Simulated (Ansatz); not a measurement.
Crystal: AlNi3.

```
Ni Al
1.0
     3.52305    0.00000    0.00000
     0.00000    3.52305    0.00000
     0.00000    0.00000    3.52305
Ni Al
3 1
Direct
  0.50000 0.50000 0.00000
  0.50000 0.00000 0.50000
  0.00000 0.50000 0.50000
  0.00000 0.00000 0.00000
```

The cell is a database's computed one.

Base run:

- Program: Ansatz 0.2.0
- Functional: PBEsol
- Potentials or basis: Ansatz PAW
- Cutoff: 420 eV (not typed: the program's choice for these potentials)
- k mesh: 8 × 8 × 8
- Occupations: fermi-dirac, width 0.05 eV
- Spin: no spin polarisation

Its results: band gap on the k mesh none (metal or under the smearing width); pressure -0.8 GPa.

Question: The run is repeated on the same cell with these changes: spin from no spin polarisation to collinear spin, ferromagnetic start. What comes out?

Answer: Band gap on the k mesh none (metal or under the smearing width); pressure -0.7 GPa; net moment 0.66 μB per cell; site moments Ni +0.24; Al -0.01 μB.

Caveats: the PAW data sets come from PBE, with cores solved anew for the run's functional, which leaves a small shift of forces and pressure; the starting moments weren't kept (some runs).
